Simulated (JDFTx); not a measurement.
# CuO (P1) in JDFTx: further runs

Aim: see how the results for CuO move with the level of theory and the settings. Levels: PBE, PBE+U. Tasks: single point.

All numbers are computed with JDFTx 1.7.0 (patched build); they aren't measurements. Logs are shortened: lines on timing, memory, paths and dates and some standing lists are left out, and cuts for length are marked. The log counts tension as positive stress, the text compression.

## 1. The structure

The typed cell holds 2 atoms: a = 2.993 Å, b = 2.993 Å, c = 2.993 Å, α = 60.00°, β = 60.00°, γ = 60.00°.

The cell comes from a database or a generator and needn't be the stable form of this composition.

## 2. Single point, PBE

CuO.in

```
lattice \
    0.0000000000     3.9997187263     3.9997187263 \
    3.9997187263     0.0000000000     3.9997187263 \
    3.9997187263     3.9997187263     0.0000000000
coords-type Lattice
ion Cu     0.0294977200     0.0281008700     0.9080259900 1
ion O      0.4705022800     0.4718991300     0.5919740100 1

ion-species pseudo/Cu.upf
ion-species pseudo/O.upf
elec-cutoff 46 368
elec-ex-corr gga-PBE
kpoint-folding 6 6 6
elec-smearing Fermi 0.0018374661
elec-n-bands 19
electronic-SCF nIterations 100 energyDiffThreshold 1e-09
electronic-minimize nIterations 30 energyDiffThreshold 1e-7
converge-empty-states yes
forces-output-coords Cartesian

dump-name run.$VAR
dump End Ecomponents EigStats BandEigs Kpoints Forces Stress ElecDensity Dtot KEdensity
```

Potentials or basis: PseudoDojo-SR-PBE-0.5-standard with smoothed tails.

Started as:

```
jdftx -c 1 -i CuO.in -o CuO.out
```

Output:

```text
*************** JDFTx 1.7.0 (patched build) ***************

Input parsed successfully to the following command list (including defaults):
[... the input with its defaults ...]

---------- Setting up symmetries ----------

Found 48 point-group symmetries of the bravais lattice
Found 1 space-group symmetries with basis
Applied RMS atom displacement 0 bohrs to make symmetries exact.

---------- Initializing the Grid ----------
R =
[            0      3.99972      3.99972  ]
[      3.99972            0      3.99972  ]
[      3.99972      3.99972            0  ]
unit cell volume = 127.973
G =
[  -0.785453   0.785453   0.785453  ]
[   0.785453  -0.785453   0.785453  ]
[   0.785453   0.785453  -0.785453  ]
Minimum fftbox size, Smin = [  52  52  52  ]
Chosen fftbox size, S = [  54  54  54  ]

---------- Initializing tighter grid for wavefunction operations ----------
R =
[            0      3.99972      3.99972  ]
[      3.99972            0      3.99972  ]
[      3.99972      3.99972            0  ]
unit cell volume = 127.973
G =
[  -0.785453   0.785453   0.785453  ]
[   0.785453  -0.785453   0.785453  ]
[   0.785453   0.785453  -0.785453  ]
Minimum fftbox size, Smin = [  36  36  36  ]
Chosen fftbox size, S = [  36  36  36  ]

---------- Exchange Correlation functional ----------
Initalized PBE GGA exchange.
Initalized PBE GGA correlation.

---------- Setting up pseudopotentials ----------
Width of ionic core gaussian charges (only for fluid interactions / plotting) set to 0

Reading pseudopotential file 'pseudo/Cu.upf':
  'Cu' pseudopotential, 'PBE' functional
  Generated using ONCVPSP code by D. R. Hamann
  19 valence electrons, 4 orbitals, 6 projectors, 1001 radial grid points, with lMax = 2
    3S    l: 0   occupation:  2.0   eigenvalue: -4.215294
    3P    l: 1   occupation:  6.0   eigenvalue: -2.651240
    3D    l: 2   occupation: 10.0   eigenvalue: -0.185165
    4S    l: 0   occupation:  1.0   eigenvalue: -0.169411
  Core radius for overlap checks: 1.70 bohrs.

Reading pseudopotential file 'pseudo/O.upf':
  'O' pseudopotential, 'PBE' functional
  Generated using ONCVPSP code by D. R. Hamann
  6 valence electrons, 2 orbitals, 5 projectors, 936 radial grid points, with lMax = 2
    2S    l: 0   occupation:  2.0   eigenvalue: -0.880572
    2P    l: 1   occupation:  4.0   eigenvalue: -0.331869
  Core radius for overlap checks: 1.39 bohrs.

Initialized 2 species with 2 total atoms.

Folded 1 k-points by 6x6x6 to 216 k-points.

---------- Setting up k-points, bands, fillings ----------
Adding inversion symmetry to k-mesh for non-inversion-symmetric unit cell.
Reduced to 112 k-points under symmetry.
Computing the number of bands and number of electrons
Calculating initial fillings.
nElectrons:  25.000000   nBands: 19   nStates: 112

----- Setting up reduced wavefunction bases (one per k-point) -----
average nbasis = 1907.616 , ideal nbasis = 1906.993

---------- Setting up ewald sum ----------
Optimum gaussian width for ewald sums = 1.816603 bohr.
Real space sum over 1331 unit cells with max indices [  5  5  5  ]
Reciprocal space sum over 2197 terms with max indices [  6  6  6  ]

---------- Allocating electronic variables ----------
Initializing wave functions:  linear combination of atomic orbitals
Note: number of bands (19) exceeds available atomic orbitals (14)
Cu pseudo-atom occupations:   s ( 2 1 )  p ( 6 )  d ( 10 )
O pseudo-atom occupations:   s ( 2 )  p ( 4 )
	FillingsUpdate:  mu: +0.644380910  nElectrons: 25.000000
LCAOMinimize: Iter:   0  F: -201.1474445733668119  |grad|_K:  6.889e-03  alpha:  1.000e+00
	FillingsUpdate:  mu: +0.513998724  nElectrons: 25.000000
LCAOMinimize: Iter:   1  F: -201.4227191225133140  |grad|_K:  1.871e-03  alpha:  3.244e-01  linmin:  2.605e-01  cgtest: -8.360e-01
LCAOMinimize: 	Bad step direction: g.d > 0.
[... 13 lines of inner loops ...]
LCAOMinimize: Iter:   7  F: -201.4395097232491025  |grad|_K:  9.741e-08  alpha:  8.914e-01  linmin:  8.235e-05  cgtest:  2.209e-05
	FillingsUpdate:  mu: +0.494623706  nElectrons: 25.000000
LCAOMinimize: Iter:   8  F: -201.4395097233347371  |grad|_K:  5.754e-08  alpha:  4.371e-01  linmin:  3.997e-03  cgtest: -1.754e-02
LCAOMinimize: Converged (|Delta F|<1.000000e-06 for 2 iters).

-------- Electronic minimization -----------
Will mix electronic density at each iteration.
	FillingsUpdate:  mu: +0.494623706  nElectrons: 25.000000
	FillingsUpdate:  mu: +0.490198192  nElectrons: 25.000000
SCF: Cycle:  0   F: -201.467226926531850   dF: -2.772e-02   |Residual|: 7.570e-02   |deigs|: 7.703e-02
	FillingsUpdate:  mu: +0.500405805  nElectrons: 25.000000
SCF: Cycle:  1   F: -201.469518080445567   dF: -2.291e-03   |Residual|: 3.952e-02   |deigs|: 1.937e-02
	FillingsUpdate:  mu: +0.497759234  nElectrons: 25.000000
SCF: Cycle:  2   F: -201.471509178057744   dF: -1.991e-03   |Residual|: 1.767e-02   |deigs|: 6.743e-03
	FillingsUpdate:  mu: +0.498767230  nElectrons: 25.000000
SCF: Cycle:  3   F: -201.471629042235378   dF: -1.199e-04   |Residual|: 3.629e-03   |deigs|: 1.829e-03
	FillingsUpdate:  mu: +0.498564410  nElectrons: 25.000000
SCF: Cycle:  4   F: -201.471630963885559   dF: -1.922e-06   |Residual|: 8.149e-04   |deigs|: 2.485e-04
	FillingsUpdate:  mu: +0.498664138  nElectrons: 25.000000
SCF: Cycle:  5   F: -201.471631202455512   dF: -2.386e-07   |Residual|: 2.925e-04   |deigs|: 1.128e-04
	FillingsUpdate:  mu: +0.498652030  nElectrons: 25.000000
SCF: Cycle:  6   F: -201.471631248613420   dF: -4.616e-08   |Residual|: 7.883e-05   |deigs|: 7.337e-05
	FillingsUpdate:  mu: +0.498663151  nElectrons: 25.000000
SCF: Cycle:  7   F: -201.471631258210095   dF: -9.597e-09   |Residual|: 2.601e-05   |deigs|: 6.964e-05
	FillingsUpdate:  mu: +0.498659864  nElectrons: 25.000000
SCF: Cycle:  8   F: -201.471631260631710   dF: -2.422e-09   |Residual|: 1.104e-05   |deigs|: 7.791e-05
	FillingsUpdate:  mu: +0.498658877  nElectrons: 25.000000
SCF: Cycle:  9   F: -201.471631261127612   dF: -4.959e-10   |Residual|: 4.215e-06   |deigs|: 6.049e-05
	FillingsUpdate:  mu: +0.498659445  nElectrons: 25.000000
SCF: Cycle: 10   F: -201.471631261272677   dF: -1.451e-10   |Residual|: 2.318e-06   |deigs|: 5.745e-05
SCF: Converged (|Delta E|<1.000000e-09 for 2 iters).

Setting wave functions to eigenvectors of Hamiltonian
Converging empty states (this may take a while): |deigs|: 7.282e-04

# Stress tensor in Cartesian coordinates [Eh/a0^3]:
[ -0.000671863  0.000142833 -0.000119404  ]
[  0.000142833 -0.000644403  -0.00011304  ]
[ -0.000119404  -0.00011304 -0.000556391  ]

# Ionic positions in lattice coordinates:
ion Cu   0.029497720000000   0.028100870000000   0.908025990000000 1
ion O   0.470502280000000   0.471899130000000   0.591974010000000 1

# Forces in Cartesian coordinates:
force Cu   0.011555818640876   0.010472341916116  -0.007192548393907 1
force O  -0.011556466229107  -0.010476345445511   0.007190059632180 1

# Energy components:
   Eewald =     -128.0754165075052242
       EH =       65.0709506382568605
     Eloc =     -177.8636911397280755
      Enl =      -36.1145531657862904
      Exc =      -27.5018288830366480
 Exc_core =        4.6114028433343712
       KE =       98.4024108640529960
-------------------------------------
     Etot =     -201.4707253504119819
       TS =        0.0009059108606887
-------------------------------------
        F =     -201.4716312612726767

IonicMinimize: Iter:   0  F: -201.471631261272677  |grad|_K:  9.916e-03
IonicMinimize: None of the convergence criteria satisfied after 0 iterations.

#--- Lowdin population analysis ---
# oxidation-state Cu +1.088
# oxidation-state O -0.959

Dumping 'run.eigStats' ...
	eMin: -3.626438 at state 0 ( [ +0.000000 +0.000000 +0.000000 ] spin 0 )
	HOMO: +0.498576 at state 4 ( [ +0.000000 +0.166667 +0.000000 ] spin 0 )
	mu  : +0.498659
	LUMO: +0.498701 at state 20 ( [ +0.166667 +0.000000 +0.000000 ] spin 0 )
	eMax: +1.520359 at state 13 ( [ +0.000000 +0.333333 +0.500000 ] spin 0 )
	HOMO-LUMO gap: +0.000126
	Optical gap  : +0.002995 at state 4 ( [ +0.000000 +0.166667 +0.000000 ] spin 0 )
Done!
```

Run time: 3.5 min. Hardware: 1 thread of Arm Neoverse V1, shared host; peak memory 0.21 GiB.

What came out:

```yaml
Free_energy: -5482.3224 eV
Pressure: 18.4 GPa
Largest_force: 0.883 eV/Å
Band_gap_on_the_k_mesh: none (metal or under the smearing width)
Loewdin_charges: Cu +1.09; O -0.96 e
```

Forces on the atoms (eV/Å):
```
Cu   0.594  0.539 -0.370
O   -0.594 -0.539  0.370
```

Levels at points of the mesh, in eV from the Fermi level:
```
           k point  band 9  band 10  band 11  band 12  band 13  band 14  band 15  band 16
(0.00, 0.00, 0.00)   -2.48    -2.45    -0.55    -0.26    -0.23     1.41    16.87    18.06
(0.00, 0.00, 0.50)   -1.91    -1.89    -1.26     1.02     1.04     6.07     8.96    13.81
(0.00, 0.50, 0.00)   -2.10    -2.08    -1.51    -0.39     0.39     6.44     9.12    14.66
(0.00, 0.50, 0.50)   -1.96    -1.79    -1.71    -1.33    -1.27     5.23    11.04    11.22
(0.50, 0.00, 0.00)   -2.10    -2.07    -1.52    -0.38     0.40     6.44     9.12    14.66
(0.50, 0.00, 0.50)   -1.95    -1.79    -1.71    -1.33    -1.25     5.24    11.02    11.21
(0.50, 0.50, 0.00)   -1.89    -1.78    -1.69    -1.29    -1.21     5.26    10.95    11.17
(0.50, 0.50, 0.50)   -2.09    -2.05    -1.52    -0.35     0.45     6.43     9.12    14.66
```

Caveat: the k mesh is coarse (spacing up to 0.43 Å⁻¹), so the values aren't converged; the atomic charges don't sum to the cell's charge; an odd number of electrons without spin polarisation forces a metal; a magnetic or distorted state may lie lower; the run has no spin polarisation, though such a crystal can be magnetic; semilocal functionals often make such compounds metallic where correlation or magnetic order opens a gap, which also shifts bond lengths. With open d or f shells a metallic result of PBE can be an artefact of self-interaction; +U or a hybrid may open a gap.

## 3. Single point, PBE+U

CuO.in, as its differences from that of step 2:

```diff
@@ -15,2 +15,3 @@
 elec-n-bands 19
+add-U Cu d 0.036749
 electronic-SCF nIterations 100 energyDiffThreshold 1e-09
@@ -21,2 +22,2 @@
 dump-name run.$VAR
-dump End Ecomponents EigStats BandEigs Kpoints Forces Stress ElecDensity Dtot KEdensity
+dump End Ecomponents EigStats BandEigs Kpoints Forces Stress RhoAtom ElecDensity Dtot KEdensity
```

Potentials or basis: PseudoDojo-SR-PBE-0.5-standard with smoothed tails.

Started as:

```
jdftx -c 1 -i CuO.in -o CuO.out
```

Run time: 3.4 min. Hardware: 1 thread of Arm Neoverse V1, shared host; peak memory 0.21 GiB.

It converged, with:

- Free energy: -5482.1075 eV
- Pressure: 18.5 GPa
- Largest force: 0.921 eV/Å
- Band gap on the k mesh: none (metal or under the smearing width)
- Loewdin charges: Cu +1.07; O -0.94 e

Forces in eV/Å, atoms in the order of the input:
```
Cu   0.616  0.561 -0.393
O   -0.616 -0.561  0.393
```

Stress tensor (GPa, compression positive):
```
19.87 -4.29  3.59
-4.29 19.07  3.41
 3.59  3.41 16.49
```

Levels at points of the mesh, in eV from the Fermi level:
```
           k point  band 10  band 11  band 12  band 13  band 14  band 15  band 16
(0.00, 0.00, 0.00)    -2.67    -0.56    -0.26    -0.23     1.55    17.02    18.23
(0.00, 0.00, 0.50)    -2.10    -1.38     1.05     1.07     6.22     9.09    13.97
(0.00, 0.50, 0.00)    -2.28    -1.65    -0.38     0.40     6.59     9.25    14.82
(0.00, 0.50, 0.50)    -1.99    -1.90    -1.40    -1.33     5.40    11.17    11.39
(0.50, 0.00, 0.00)    -2.28    -1.66    -0.37     0.41     6.58     9.25    14.82
(0.50, 0.00, 0.50)    -1.99    -1.90    -1.39    -1.31     5.40    11.14    11.37
(0.50, 0.50, 0.00)    -1.98    -1.87    -1.35    -1.26     5.42    11.08    11.33
(0.50, 0.50, 0.50)    -2.26    -1.66    -0.33     0.47     6.57     9.25    14.83
```

Eigenvalues of the final occupation matrices:
| site | spin | trace | eigenvalues |
| --- | --- | --- | --- |
| atom 1 Cu | 1 | 4.77 | 0.90 0.90 0.99 0.99 0.99 |

Caveat: the k mesh is coarse (spacing up to 0.43 Å⁻¹), so the values aren't converged; the atomic charges don't sum to the cell's charge; an odd number of electrons without spin polarisation forces a metal; a magnetic or distorted state may lie lower; the run has no spin polarisation, though such a crystal can be magnetic; U without spin polarisation on a metal has little footing.

(Continued in part 2 of 2.)
